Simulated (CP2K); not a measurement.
## Ca under changes of volume

One of the cells (43.632 Å³/atom); the others are scaled copies at fixed shape and fractional positions:

```
Ca
1.0
     3.95160    0.00000    0.00000
     1.97580    3.42218    0.00000
     1.97580    1.14073    3.22646
Ca
1
Direct
  0.00000 0.00000 0.00000
```

* Program: CP2K 2026.2
* Functional: PBEsol
* Potentials or basis: POTENTIAL_UZH Ca GTH-PBE-q10; TZVP-MOLOPT-PBE-GTH basis
* Density cutoff: 6123 eV
* k mesh: 8 × 8 × 8
* Occupations: fermi-dirac, width 0.01 eV
* Spin: no spin polarisation

```tsv
volume (Å³/atom)	energy over the lowest point (meV/atom)	pressure (GPa)
41.014	0.00	-0.1
41.886	1.41	-0.4
42.759	4.74	-0.8
43.632	9.80	-1.1
44.504	16.35	-1.3
45.377	?	?
46.250	33.26	-1.8
```

Q: What does the run at 45.377 Å³/atom give?

A: Energy over the lowest point 24.20 meV/atom; pressure -1.6 GPa.

Worked out: A Birch-Murnaghan fit of order 3 (a polynomial in V^(-2/3)) to the other rows has its minimum at 40.88 Å³/atom, just outside them, with B0 = V·E''(V) = 19.3 GPa and B' = 5.0. It gives 24.22 meV/atom at 45.377 Å³/atom, against the run's 24.20, and -dE/dV = -1.6 GPa, against -1.6.

Energies are extrapolated to zero smearing.

Caveats: the potentials were made for another functional, which shifts forces and pressure; the basis of atomic orbitals isn't converged, which shifts pressures, moduli and gaps.
